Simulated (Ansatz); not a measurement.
Crystal: CoO.

```
Co O
1.0
     1.50547    0.86918    2.43993
    -1.50547    0.86918    2.43993
     0.00000   -1.73837    2.43993
Co O
1 1
Direct
  0.00000 0.00000 0.00000
  0.50000 0.50000 0.50000
```

The cell is a database's computed one.

Base run:

| Property | Result |
| --- | --- |
| Program | Ansatz 0.2.0 |
| Functional | PBE |
| Potentials or basis | Ansatz PAW |
| Cutoff | 420 eV (not typed: the program's choice for these potentials) |
| k mesh | 9 × 9 × 9 |
| Occupations | fermi-dirac, width 0.05 eV |
| Spin | collinear spin, ferromagnetic start |
| Starting moments | [1.5, 0.0] μB |
| Fixed moment | 1.5 μB |

Its results: pressure -10.9 GPa; site moments Co +1.40; O +0.01 μB.

Question: After a change of settings the same cell gave: pressure -3.6 GPa; site moments Co +2.19; O +0.20 μB. Which change was it?
A. fixed moment from 1.5 μB to 2.5 μB; moments at the start from [1.5, 0.0] to [2.5, 0.0]
B. fixed moment from 1.5 μB to 0.5 μB; moments at the start from [1.5, 0.0] to [0.5, 0.0]
C. fixed moment from 1.5 μB to 1 μB; moments at the start from [1.5, 0.0] to [1.0, 0.0]
D. fixed moment from 1.5 μB to 3 μB; moments at the start from [1.5, 0.0] to [3.0, 0.0]

Answer: A.

Caveats: the total moment is fixed, so each spin has its own Fermi level; a cell with one magnetic atom can't hold antiferromagnetic order, which such compounds often take; the thresholds are loose for stress.
